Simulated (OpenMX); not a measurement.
Crystal: Al2Pt.

```
CELL_PARAMETERS angstrom
0.00000 2.95500 2.95500
2.95500 0.00000 2.95500
2.95500 2.95500 0.00000
ATOMIC_POSITIONS crystal
Pt 0.00000 0.00000 0.00000
Al 0.75000 0.75000 0.75000
Al 0.25000 0.25000 0.25000
```

Base run:

- Program: OpenMX 3.8.5
- Functional: PBE
- Dispersion: D3
- Potentials or basis: OpenMX 2013 PBE set, Pt7.0-s3p2d2f1, Al7.0-s2p2d1, grid cutoff 400 Ry
- k mesh: 7 × 7 × 7
- Occupations: fermi-dirac, width 0.05 eV
- Spin: no spin polarisation

Its results: band gap on the k mesh none (metal or under the smearing width); pressure -1.6 GPa.

After a change of settings the same cell gave: band gap on the k mesh none (metal or under the smearing width); pressure 2.7 GPa. Which change was it?
A. dispersion from D3 to D3(BJ)
B. dispersion from D3 to D4
C. dispersion from D3 to none

C.

Dispersion adds attraction, which lowers the pressure at fixed volume and, as a term added to the energy, leaves the levels alone.

Caveats: the basis of atomic orbitals isn't converged, which shifts pressures, moduli and gaps; pairwise dispersion overbinds metals, which lowers pressure and volume (some runs).
